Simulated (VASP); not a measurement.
# Ti in VASP: further runs

The runs below take Ti through work function, with PBE.

Program: VASP 6.6.1. These are calculated values, not measurements. Logs are shortened: lines on timing, memory, paths and dates and some standing lists are left out, and cuts for length are marked.

## (1) The structure

The cell holds a slab with vacuum, 6 atoms: a = 2.950 Å, b = 2.950 Å, c = 26.715 Å, α = 90.00°, β = 90.00°, γ = 120.00°.

The slab is cut from a database's or a generator's crystal, which needn't be the stable form of the element.

## (2) Work function, PBE

Input file INCAR:

```
SYSTEM = Ti
PREC = Accurate ; ENCUT = 520
EDIFF = 1E-6 ; ISMEAR = -1
SIGMA = 0.05 ; LREAL = .FALSE.
LASPH = .TRUE. ; NELM = 80
ALGO = Normal ; ISIF = 2
LWAVE = .FALSE. ; LCHARG = .FALSE.
LDIPOL = .TRUE. ; IDIPOL = 3
DIPOL = 0.5 0.5 0.500 ; GGA = PE
EFIELD = 0.1 ; LVHAR = .TRUE.
LVACPOTAV = .TRUE.
```

Input file KPOINTS:

```
regular mesh
0
G
  10 10 1
  0 0 0
```

Input file POSCAR:

```
Ti
1.0
    2.9499978604      0.0000000000      0.0000000000
   -1.4749989302      2.5547730882      0.0000000000
    0.0000000000      0.0000000000     26.7150000000
Ti
6
Direct
    0.6666666667      0.3333333334      0.2807411567
    0.3333333333      0.6666666666      0.3684446940
    0.6666666667      0.3333333334      0.4561482313
    0.3333333333      0.6666666666      0.5438517687
    0.6666666667      0.3333333334      0.6315553060
    0.3333333333      0.6666666666      0.7192588433
```

Potentials or basis: VASP PAW PBE potentials, release 64 (Ti_sv).

On the command line:

```console
$ cat potpaw_PBE.64/Ti_sv/POTCAR > POTCAR
$ mpirun -np 1 vasp_std > vasp.out
```

OUTCAR:

```text
SYSTEM = Ti
   PREC = Accurate
   ENCUT = 520
   EDIFF = 1E-6
   ISMEAR = -1
   LREAL = .FALSE.
   LASPH = .TRUE.
   NELM = 80
   ISIF = 2
   GGA = PE

 ion  position               nearest neighbor table
   1  0.667  0.333  0.281-   2 2.90   2 2.90   2 2.90
   2  0.333  0.667  0.368-   1 2.90   1 2.90   3 2.90   3 2.90   1 2.90   3 2.90
   3  0.667  0.333  0.456-   2 2.90   2 2.90   2 2.90   4 2.90   4 2.90   4 2.90
   4  0.333  0.667  0.544-   5 2.90   5 2.90   5 2.90   3 2.90   3 2.90   3 2.90
   5  0.667  0.333  0.632-   6 2.90   6 2.90   4 2.90   4 2.90   6 2.90   4 2.90
   6  0.333  0.667  0.719-   5 2.90   5 2.90   5 2.90

  LATTYP: Found a hexagonal cell.
 ALAT       =     2.9499978604
 C/A-ratio  =     9.0559387716

  Lattice vectors:

 A1 = (   2.9499978604,   0.0000000000,   0.0000000000)
 A2 = (  -1.4749989302,   2.5547730882,   0.0000000000)
 A3 = (   0.0000000000,   0.0000000000,  26.7150000000)

Analysis of symmetry for initial positions (statically):
=====================================================================
 Subroutine PRICEL returns:
 Original cell was already a primitive cell.

 Routine SETGRP: Setting up the symmetry group for a
 hexagonal supercell.

 Subroutine GETGRP returns: Found 12 space group operations
 (whereof 12 operations were pure point group operations)
 out of a pool of 24 trial point group operations.

The static configuration has the point symmetry D_3d.

Analysis of symmetry for dynamics (positions and initial velocities):
=====================================================================
 An external electric field (EFIELD) may reduce the allowed symmetry operations
 Subroutine PRICEL returns:
 Original cell was already a primitive cell.

 Routine SETGRP: Setting up the symmetry group for a
 hexagonal supercell.

 Subroutine GETGRP returns: Found  6 space group operations
 (whereof  6 operations were pure point group operations)
 out of a pool of 24 trial point group operations.

The dynamic configuration has the point symmetry C_3v.

 Subroutine INISYM returns: Found  6 space group operations
 (whereof  6 operations are pure point group operations),
 and found     1 'primitive' translations

----------------------------------------------------------------------------------------

[... 92 lines left out ...]
   NSW    =      0    number of steps for IOM
   IBRION =     -1    ionic relax: 0-MD 1-quasi-New 2-CG
   NFREE  =      0    steps in history (QN), initial steepest desc. (CG)
   ISIF   =      2    stress and relaxation
   ISYM   =      2    0-nonsym 1-usesym 2-fastsym
   POTIM  = 0.5000    time-step for ionic-motion
   TEBEG  =    0.0;   TEEND  =   0.0 temperature during run
   PSTRESS=    0.0 pullay stress
   NELECT =      72.0000    total number of electrons
   NUPDOWN=      -1.0000    fix difference up-down
   EMIN   =  10.00;   EMAX   =-10.00  energy-range for DOS
   EFERMI =   0.00;   METHOD = LEGACY
   ISMEAR =    -1;   SIGMA  =   0.05  broadening in eV -4-tet -1-fermi 0-gaus
   EFERMI_NEDOS =   21; number of points for ismear=-14 and -15
   IALGO  =     38    algorithm
   IMIX   =      4    mixing-type and parameters
     AMIX     =   0.40;   BMIX     =  1.00
     AMIX_MAG =   1.60;   BMIX_MAG =  1.00
  volume/ion in A,a.u.               =      33.56       226.45
  Fermi-wavevector in a.u.,A,eV,Ry     =   1.162008  2.195877 18.371450  1.350263
  Thomas-Fermi vector in A             =   2.298574
   LORBIT       =      0    0 simple, 1 ext, 2 COOP (PROOUT), +10 PAW based schemes
   GGA     = PE    functional components
   LHFCALC =     F    Hartree Fock is set to
   AEXX    =    0.0000 exact exchange contribution
   IVDW    =     0    specifies the selected vdW correction
   LEPSILON=     F    determine dielectric tensor
   LRPA    =     F    only Hartree local field effects (RPA)
 non-spin polarized calculation
  energy-cutoff  :      520.00
  volume of cell :      201.34
 maximum number of plane-waves:      5535
 NGX is ok and might be reduce to    24
   NGX = 11   NGY = 11   NGZ = 99

 dipolmoment           0.000000      0.000000     -0.036081 electrons x Angstroem

 number of electron      72.0000002 magnetization

 dipolmoment           0.000000      0.000000      0.068180 electrons x Angstroem

 Free energy of the ion-electron system (eV)
  ---------------------------------------------------
  ext. energy  EPLUGINS =         0.00000000
  ---------------------------------------------------
  free energy    TOTEN  =       -45.07683759 eV

  energy without entropy =      -44.99069430  energy(sigma->0) =      -45.03376594

 E-fermi :   2.3264     XC(G=0):  -6.7927

 val. band max:        2.3064487206   @ k =   0.1000   0.1000   0.0000
 cond. band min:       2.3506025650   @ k =   0.1000   0.0000   0.0000
 fundamental gap:      0.0441538444
 Fermi energy:         2.3263611037

 k-point     1 :       0.0000    0.0000    0.0000
  band No.  band energies     occupation
      1     -54.6626      2.00000
      2     -54.6620      2.00000
      3     -54.5225      2.00000
      4     -54.4815      2.00000
      5     -54.4402      2.00000
      6     -54.4180      2.00000
[... 633 lines left out ...]
     42       2.6783      0.00175
     43       2.7214      0.00074

------------------------ aborting loop because EDIFF is reached ----------------------------------------

  FORCE on cell =-STRESS in cart. coord.  units (eV):
  Direction    XX          YY          ZZ          XY          YZ          ZX
  --------------------------------------------------------------------------------------
  -------------------------------------------------------------------------------------
  Total       -2.5756499     -2.5756499     -3.3708275     -0.0000000     -0.0000000      0.0000000
  in kB      -20.4959573    -20.4959573    -26.8236513     -0.0000000     -0.0000000      0.0000000
  external PRESSURE =     -22.6051886 kB  Pullay stress =       0.0000000 kB

 VOLUME and BASIS-vectors are now :
 -----------------------------------------------------------------------------
  energy-cutoff  :      520.00
  volume of cell :      201.34
      direct lattice vectors                 reciprocal lattice vectors
     2.949997860  0.000000000  0.000000000     0.338983297  0.195712098  0.000000000
    -1.474998930  2.554773088  0.000000000     0.000000000  0.391424195  0.000000000
     0.000000000  0.000000000 26.715000000     0.000000000  0.000000000  0.037432154

 POSITION                                       TOTAL-FORCE (eV/Angst)
 -----------------------------------------------------------------------------------
      1.47500      0.85159      7.50000         0.000000      0.000000      0.623454
     -0.00000      1.70318      9.84300        -0.000000      0.000000     -0.590226
      1.47500      0.85159     12.18600         0.000000      0.000000      0.071265
     -0.00000      1.70318     14.52900        -0.000000      0.000000     -0.070006
      1.47500      0.85159     16.87200        -0.000000      0.000000      0.591536
     -0.00000      1.70318     19.21500        -0.000000      0.000000     -0.626023
 -----------------------------------------------------------------------------------
    total drift:                               -0.000000     -0.000000      0.001350

  FREE ENERGIE OF THE ION-ELECTRON SYSTEM (eV)
  ---------------------------------------------------
  free  energy   TOTEN  =       -45.0768375898 eV

  energy  without entropy=      -44.9906942978  energy(sigma->0) =      -45.03376594
```

stdout:

```text
POSCAR found type information on POSCAR Ti
 POSCAR found :  1 types and       6 ions
 scaLAPACK will be used
 LDA part: xc-table for (Slater+PW92), standard interpolation
 POSCAR, INCAR and KPOINTS ok, starting setup
 FFT: planning ... GRIDC
[... 27 lines left out ...]
|           W    W  A    A  R    R  N    N  II  N    N   GGGG   !!!           |
|                                                                             |
|     Did not find any points to average over, which means that no vacuum     |
|     field-free region was found. Please increase the size of  your cell     |
|     in the dimension of the dipole correction to obtain accurate            |
|     workfunction values.                                                    |
|                                                                             |
 -----------------------------------------------------------------------------
```

It took 5.9 min on 1 thread of Intel Xeon Platinum 8375C at 2.90GHz (Ice Lake), shared host; peak memory 0.36 GiB.

What came out:

```
Free energy            : -45.0768 eV
Largest force          : 0.626 eV/Å
Band gap on the k mesh : none (metal or under the smearing width)
```

Forces on the atoms (eV/Å):
```
Ti   0.000  0.000  0.623
Ti   0.000  0.000 -0.590
Ti   0.000  0.000  0.071
Ti   0.000  0.000 -0.070
Ti   0.000  0.000  0.592
Ti   0.000  0.000 -0.626
```

Levels at points of the mesh, in eV from the Fermi level:
| k point | band 34 | band 35 | band 36 | band 37 | band 38 | band 39 |
| --- | --- | --- | --- | --- | --- | --- |
| (0.00, 0.00, 0.00) | 0.28 | 0.55 | 0.61 | 0.67 | 0.67 | 0.68 |
| (0.50, 0.00, 0.00) | -0.84 | -0.83 | 0.14 | 0.34 | 0.62 | 0.95 |

## (3) Work function, PBE

Edit INCAR of step 2 so:

```diff
@@ -9,3 +9,3 @@
 DIPOL = 0.5 0.5 0.500 ; GGA = PE
-EFIELD = 0.1 ; LVHAR = .TRUE.
+EFIELD = 0.3 ; LVHAR = .TRUE.
 LVACPOTAV = .TRUE.
```

KPOINTS is that of step 2.

POSCAR is that of step 2.

Potentials or basis: VASP PAW PBE potentials, release 64 (Ti_sv).

On the command line:

```console
$ cat potpaw_PBE.64/Ti_sv/POTCAR > POTCAR
$ mpirun -np 1 vasp_std > vasp.out
```

OUTCAR:

```text
SYSTEM = Ti
   PREC = Accurate
   ENCUT = 520
   EDIFF = 1E-6
   ISMEAR = -1
   LREAL = .FALSE.
   LASPH = .TRUE.
   NELM = 80
   ISIF = 2
   GGA = PE

 ion  position               nearest neighbor table
   1  0.667  0.333  0.281-   2 2.90   2 2.90   2 2.90
   2  0.333  0.667  0.368-   1 2.90   1 2.90   3 2.90   3 2.90   1 2.90   3 2.90
   3  0.667  0.333  0.456-   2 2.90   2 2.90   2 2.90   4 2.90   4 2.90   4 2.90
   4  0.333  0.667  0.544-   5 2.90   5 2.90   5 2.90   3 2.90   3 2.90   3 2.90
[... 844 lines left out ...]
  -------------------------------------------------------------------------------------
  Total       -2.5665761     -2.5665761     -3.3814494      0.0000000      0.0000000      0.0000000
  in kB      -20.4237512    -20.4237512    -26.9081765      0.0000000      0.0000000      0.0000000
  external PRESSURE =     -22.5852263 kB  Pullay stress =       0.0000000 kB

 VOLUME and BASIS-vectors are now :
 -----------------------------------------------------------------------------
  energy-cutoff  :      520.00
  volume of cell :      201.34
      direct lattice vectors                 reciprocal lattice vectors
     2.949997860  0.000000000  0.000000000     0.338983297  0.195712098  0.000000000
    -1.474998930  2.554773088  0.000000000     0.000000000  0.391424195  0.000000000
     0.000000000  0.000000000 26.715000000     0.000000000  0.000000000  0.037432154

 POSITION                                       TOTAL-FORCE (eV/Angst)
 -----------------------------------------------------------------------------------
      1.47500      0.85159      7.50000        -0.000000     -0.000000      0.619467
     -0.00000      1.70318      9.84300        -0.000000     -0.000000     -0.588025
      1.47500      0.85159     12.18600        -0.000000     -0.000000      0.071098
     -0.00000      1.70318     14.52900         0.000000      0.000000     -0.069235
      1.47500      0.85159     16.87200         0.000000     -0.000000      0.591630
     -0.00000      1.70318     19.21500         0.000000     -0.000000     -0.624935
 -----------------------------------------------------------------------------------
    total drift:                                0.000000     -0.000000     -0.000921

  FREE ENERGIE OF THE ION-ELECTRON SYSTEM (eV)
  ---------------------------------------------------
  free  energy   TOTEN  =       -45.1040892077 eV

  energy  without entropy=      -45.0179348883  energy(sigma->0) =      -45.06101205
```

Run time: 5.4 min. Hardware: 1 thread of Intel Xeon Platinum 8375C at 2.90GHz (Ice Lake), shared host; peak memory 0.36 GiB.

What came out:

```
Free energy            : -45.1041 eV
Largest force          : 0.625 eV/Å
Band gap on the k mesh : none (metal or under the smearing width)
```

Forces in eV/Å, atoms in the order of the input:
```
Ti   0.000  0.000  0.619
Ti   0.000  0.000 -0.588
Ti   0.000  0.000  0.071
Ti   0.000  0.000 -0.069
Ti   0.000  0.000  0.592
Ti   0.000  0.000 -0.625
```
